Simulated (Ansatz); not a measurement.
ZnTe (F-43m), PBE with spin-orbit coupling, rigid bands run with Ansatz (a first-principles code): N_v = 1.50e19 cm⁻³ at 300 K and a hole conductivity mass of 0.465 mₑ.

### Question
For 1e17 holes per cm³ at 300 K, place the Fermi level, estimate the Seebeck coefficient of a parabolic band with constant τ, and give mobility and conductivity for τ = 10 fs.

### Answer
The level lies k_BT ln(N_v/p) = 0.130 eV above the valence-band maximum. S ≈ +(k_B/e)[ln(N_v/p) + 5/2] = 647 μV/K, against 646 μV/K from the full bands (mean over directions). μ = eτ/m = 37.8 cm²/(V·s) and σ = peμ = 0.606 S/cm. τ is assumed, not computed.

Band transport and this doping are assumed; polarons and phonon drag are left out. Geometry: cell and atoms relaxed with PBEsol.
